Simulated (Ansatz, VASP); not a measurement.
One calculation of Ge, two programs

File INCAR:

```
SYSTEM = Ge
PREC = Accurate ; ENCUT = 600
EDIFF = 1E-6 ; ISMEAR = 0
SIGMA = 0.1 ; LREAL = .FALSE.
LASPH = .TRUE. ; NELM = 100
ALGO = Normal ; ISIF = 3
LWAVE = .FALSE. ; LCHARG = .FALSE.
GGA = PE ; IBRION = 2
NSW = 100 ; EDIFFG = -0.005
```

Contents of KPOINTS:

```
regular mesh
0
G
  12 12 6
  0 0 0
```

The input POSCAR:

```
Ge
1.0
    4.0581567162      0.0000000000      0.0000000000
   -2.0290783581      3.5144668087      0.0000000000
    0.0000000000      0.0000000000      6.6925282080
Ge
4
Direct
    0.6666666667      0.3333333333      0.0627911823
    0.3333333333      0.6666666667      0.5627911823
    0.6666666667      0.3333333333      0.4372088177
    0.3333333333      0.6666666667      0.9372088177
```

Input for Ansatz:

```yaml
crystal:
  lattice:
    - [4.0581567162, 0.0, 0.0]
    - [-2.0290783581, 3.5144668087, 0.0]
    - [0.0, 0.0, 6.692528208]
  atoms:
    - { symbol: Ge, position: [0.6666666667, 0.3333333333, 0.0627911823] }
    - { symbol: Ge, position: [0.3333333333, 0.6666666667, 0.5627911823] }
    - { symbol: Ge, position: [0.6666666667, 0.3333333333, 0.4372088177] }
    - { symbol: Ge, position: [0.3333333333, 0.6666666667, 0.9372088177] }
basis:
  ecutwfc: 420
kpoints:
  mp_grid: { grid: [12, 12, 6] }
hamiltonian:
  xc: pbe
scf:
  occupations: { method: gaussian, width: 0.1 }
output:
  forces: true
  stress: true
  eigenvalues: true
  write_density: true
  write_potential: true
  elf: true
  volumetric_format: npy
relax:
  adjacent_minimum: "off"
  f_tol: 0.005
  max_steps: 80
  cell: { stress_tol: 0.05 }
```

This isn't the form of Ge at room conditions, which is diamond.

Alike in both runs: task relaxation of cell and atoms; functional PBE; k mesh 12 × 12 × 6; occupations gaussian, width 0.1 eV; no spin polarisation.

```csv
,VASP,Ansatz
version,VASP 6.6.1,Ansatz 0.2.0
potentials or method,"VASP PAW PBE potentials, release 64 (Ge_d)","scalar-relativistic, plane waves, PAW"
plane-wave cutoff (eV),600,420
valence electrons in the cell,56,56
```

```tsv
	VASP	Ansatz	Ansatz less VASP
gap on the k mesh at the Fermi level, each at its own relaxed structure (eV)	none	none	-
relaxed volume (Å³/atom)	23.85	23.86	+0.008
relaxed cell length with the largest relative difference (Å)	4.058	4.058	+0.0004
```

A gap of «none» marks a metal or a gap that the smearing closes.
